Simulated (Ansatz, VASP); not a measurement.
**Mg: VASP beside Ansatz**

```xyz
1
Lattice="-1.7728 1.7728 1.7728 1.7728 -1.7728 1.7728 1.7728 1.7728 -1.7728" Properties=species:S:1:pos:R:3 pbc="T T T"
Mg    0.0000    0.0000    0.0000
```

This isn't the form of Mg at room conditions, which is hcp.

Alike in both runs: task single point; functional PBE; k mesh 18 × 18 × 18; occupations gaussian, width 0.15 eV; no spin polarisation.

```csv
,VASP,Ansatz
version,VASP 6.6.1,Ansatz 0.2.0
potentials or method,"VASP PAW PBE potentials, release 64 (Mg)","scalar-relativistic, plane waves, PAW"
plane-wave cutoff (eV),520,420
valence electrons in the cell,2,10
```

|  | VASP | Ansatz | Ansatz less VASP |
| --- | --- | --- | --- |
| gap on the k mesh at the Fermi level (eV) | none | none | - |
| pressure (GPa) | 0.9 | 1.1 | +0.12 |

A gap of «none» marks a metal or a gap that the smearing closes. With one functional, cell and mesh, what is left measures potentials, basis and numerics. The two sets of potentials don't hold the same shells in valence.
